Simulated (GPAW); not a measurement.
# Fitting the BLYP+D3(BJ) energy curve of Si

```yaml
crystal:
  lattice:
    - [0.00000, 2.72185, 2.72185]
    - [2.72185, 0.00000, 2.72185]
    - [2.72185, 2.72185, 0.00000]
  atoms:
    - { symbol: Si, position: [0.00000, 0.00000, 0.00000] }
    - { symbol: Si, position: [0.25000, 0.25000, 0.25000] }
```

The cell was scaled at fixed shape and fractions and run with GPAW, PAW data sets generated for this functional, cutoff 600 eV; BLYP+D3(BJ), k mesh 8 × 8 × 8 on the cell of 2 atoms, fermi-dirac occupations of 0.05 eV, no spin polarisation, no spin-orbit coupling. Energies are those that the program minimises, any entropy of the smearing included.

```tsv
V (Å³/atom)	energy over the lowest row (meV/atom)
18.9549	12.48
19.3582	3.61
19.7615	0.00
20.1648	?
20.5681	6.00
20.9714	14.40
21.3746	25.56
```

Task: Fit the third-order Birch-Murnaghan form, give V0, B0 and B′, and predict the energy left open.

Result: With y = (V0/V)^(2/3), E = E0 + (9 V0 B0/16) [(y - 1)³ B′ + (y - 1)² (6 - 4y)]. Least squares through the rows shown give V0 = 19.8645 Å³/atom, E0 = -0.13 meV, B0 = 86.31 GPa (1 eV/Å³ = 160.218 GPa) and B′ = 6.54, with a largest miss of 0.04 meV. At V = 20.1648 the form with these constants gives 1.05 meV; the run gave 0.99 meV an atom. Measured volume: 20.02 Å³/atom at 295.65 K (a printed reference work), so the fit lies -0.8 % from it. The runs are for a static lattice.
